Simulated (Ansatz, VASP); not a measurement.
# One calculation of S, two programs

The input INCAR:

```
SYSTEM = S
PREC = Accurate
ENCUT = 520
EDIFF = 1E-6
ISMEAR = -1
SIGMA = 0.05
LREAL = .False.
LASPH = .True.
NELM = 80
ALGO = Normal
ISIF = 2
LWAVE = .False.
LCHARG = .False.
GGA = PS
NBANDS = 13
```

The input KPOINTS:

```
Automatic mesh
0
Gamma
  13 13 13
  0 0 0
```

File POSCAR:

```
S
1.0
    0.0000000000      2.2843611503      2.2843611503
    2.2843611503      0.0000000000      2.2843611503
    2.2843611503      2.2843611503      0.0000000000
S
2
Direct
   -0.1250000000     -0.1250000000     -0.1250000000
    0.1250000000      0.1250000000      0.1250000000
```

Input for Ansatz:

```yaml
crystal:
  lattice:
    - [0.0, 2.2843611503, 2.2843611503]
    - [2.2843611503, 0.0, 2.2843611503]
    - [2.2843611503, 2.2843611503, 0.0]
  atoms:
    - { symbol: S, position: [-0.125, -0.125, -0.125] }
    - { symbol: S, position: [0.125, 0.125, 0.125] }
kpoints:
  mp_grid: { grid: [13, 13, 13] }
scf:
  occupations: { method: fermi_dirac, width: 0.05 }
hamiltonian:
  xc: pbesol
  pseudopotentials: { kind: all_electron, lapw: { basis_error: 0.001 } }
output:
  forces: true
  stress: true
  eigenvalues: true
  populations: true
```

Change from the starting cell: volume scaled by 0.52, LAPW.

Alike in both runs: task single point; functional PBEsol; k mesh 13 × 13 × 13; occupations fermi-dirac, width 0.05 eV; no spin polarisation.

|  | VASP | Ansatz |
| --- | --- | --- |
| version | VASP 6.6.1 | Ansatz 0.2.0 |
| potentials or method | VASP PAW PBE potentials, release 64 (S) | all-electron LAPW, scalar-relativistic |
| plane-wave cutoff (eV) | 520 | see its input |

Ansatz gave:

| Property | Result |
| --- | --- |
| pressure (GPa) | 83.2 |

Problem. Estimate VASP's values.

Solution. Pressure (GPa): 83.5.

Ansatz ran all-electron here, so the differences hold the error of VASP's frozen core and of both bases.

Caveats: the cell as given lies far from equilibrium; so large a pressure means that the cell lies far from this level's equilibrium, or that cutoff or potentials fall short (VASP); the potentials were made for another functional, which shifts forces and pressure (VASP).
